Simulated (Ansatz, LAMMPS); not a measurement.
## Finding the fault: aqueous Cs+ and F-, 4.0 mol of salt per kg of water on CaO(100) at 400 K (152 atoms)

Program: Ansatz 0.2.0. The cell: 32 Ca, 60 O, 56 H, 2 Cs and 2 F.

File input.yaml:

```yaml
crystal:
  lattice:
    - [9.62, 0.0, 0.0]
    - [0.0, 9.62, 0.0]
    - [0.0, 0.0, 19.64697]
  atoms:
    - { symbol: Ca, position: [0.0, 0.0, 0.0] }
    - { symbol: O, position: [0.25, 0.0, 0.0] }
    - { symbol: Ca, position: [0.0, 0.25, 0.12241] }
    - { symbol: O, position: [0.25, 0.25, 0.12241] }
    - { symbol: Ca, position: [0.25, 0.0, 0.12241] }
    - { symbol: O, position: [0.0, 0.0, 0.12241] }
    - { symbol: Ca, position: [0.25, 0.25, 0.0] }
    - { symbol: O, position: [0.0, 0.25, 0.0] }
    - { symbol: Ca, position: [0.0, 0.0, 0.24482] }
    - { symbol: O, position: [0.25, 0.0, 0.24482] }
    - { symbol: Ca, position: [0.0, 0.25, 0.36723] }
    - { symbol: O, position: [0.25, 0.25, 0.36723] }
    - { symbol: Ca, position: [0.25, 0.0, 0.36723] }
    - { symbol: O, position: [0.0, 0.0, 0.36723] }
    - { symbol: Ca, position: [0.25, 0.25, 0.24482] }
    - { symbol: O, position: [0.0, 0.25, 0.24482] }
    - { symbol: Ca, position: [0.0, 0.5, 0.0] }
    - { symbol: O, position: [0.25, 0.5, 0.0] }
    [... 128 atom lines left out ...]
    - { symbol: H, position: [0.99345, 0.95476, 0.7274] }
    - { symbol: H, position: [0.99352, 0.03113, 0.80163] }
    - { symbol: Cs, position: [0.70039, 0.24156, 0.54758] }
    - { symbol: Cs, position: [0.41201, 0.75464, 0.62963] }
    - { symbol: F, position: [0.21886, 0.51855, 0.52555] }
    - { symbol: F, position: [0.99784, 0.89815, 0.59021] }
kpoints:
  mp_grid: { grid: [1, 1, 1] }
hamiltonian:
  xc: pbe
  dispersion: d3bj
scf:
  occupations: { method: fixed }
  max_iter: 3
output:
  forces: true
```

Command:

```bash
> ansatz run input.yaml --threads 8 --pin off --max-ram 15872MiB --backend cpu --events-out ev --progress --plain --runs-dir out
```

Numbers of over 12 decimals in the logs are rounded to 6 here.

What it wrote:

```text
Engine: ansatz 0.2.0, aarch64-unknown-linux-gnu
Pseudopotentials: kind: paw
Pseudopotential: Ca, paw, valence charge 10, recommended cutoff 420 eV (normal), Ca.paw.azcp
Pseudopotential: O, paw, valence charge 6, recommended cutoff 420 eV (normal), O.paw.azcp
Pseudopotential: H, paw, valence charge 1, recommended cutoff 420 eV (normal), H.paw.azcp
Pseudopotential: Cs, paw, valence charge 9, recommended cutoff 420 eV (normal), Cs.paw.azcp
Pseudopotential: F, paw, valence charge 7, recommended cutoff 420 eV (normal), F.paw.azcp
[... 5 lines on functional and potentials left out ...]
Crystal: 152 atoms, lattice volume = 1818.217 Å³
Basis set: ecut = 420 eV, 35429 PW (Γ), exchange–correlation on 144×144×270 points (8 copies of the dense FFT grid, shifted against one another)
Bands: 536, of which v1, the nominal top of the filled ones, is band 384 counted from 1 (383 counted from 0)
Symmetry: 1 space group operations
Space group: P1 (ITA 1), of the structure as read, at distance tolerance 1.2e-4 Å
k-points: 1
[... 11 lines on functional and potentials left out ...]
Initial density: superposition of atomic densities (neutral atoms: chi_scale 0, normalization atom), corrected by the library's trained network
Initial wavefunctions: pseudopotential atomic-orbital guess
Functional: x = pbe(κ = 0.804, μ = 0.219515), c = pbe(β = 0.066725)
SCF iter   1: F=—  HF=-106170.854819 eV  |F-HF|=—  |Δ(HF+E_count)|=         —  Δρ=3.12e-3  dr2=4.05e-1  ethr=1.77e-3  ⟨swp⟩=18.0  Hψ=2809  notcnv=0
preconditioner: auto → Resta (q_TF=auto, 2.363 Å⁻¹)  ε∞=2.7  [insulator: Δε(μ)=3.070 eV  Ē_g=17.864 eV  n_scr=402 (ndim 8)  ℏωp=23.1 eV  f_vac=0.152  ε∞_Penn≈2.7]
SCF iter   2: F=—  HF=-106170.765583 eV  |F-HF|=—  |Δ(HF+E_count)|=   8.92e-2  Δρ=2.05e-3  dr2=1.08e-1  ethr=5.27e-5  ⟨swp⟩=2.0  Hψ=1251  notcnv=0
SCF iter   3: F=—  HF=-106170.736369 eV  |F-HF|=—  |Δ(HF+E_count)|=   2.92e-2  Δρ=9.88e-4  dr2=3.76e-2  ethr=1.41e-5  ⟨swp⟩=1.0  Hψ=1159  notcnv=0
Error: did not converge after 3 iterations: dr2 = 3.76e-2 (threshold 1.00e-6), under the density mixer `msr1`, which `scf.mixing.algorithm: auto` chose by the deck's other keys (type `scf.mixing.algorithm: msr1` to keep it); at k-index 0, counted from 0 in this SCF's own list of k-points, [...]
```

Run time: 11 s. Hardware: 8 threads of Arm Neoverse V1, shared host; peak memory 2.5 GiB; 84 s of CPU time.

What is at fault here, and what would mend it?

Too few SCF iterations: scf.max_iter = 3.

The fix is to allow more cycles.

The run ended unconverged.

[Logs are printed without paths, hosts, clocks, repeated set-up lines and the standing remarks that a program may print on its own settings, such as how far it seeks lower states.]

[Hosts, paths, dates, database ids (printed as entryN), source tags and the programs' standing remarks are cut or masked in the printed files.]
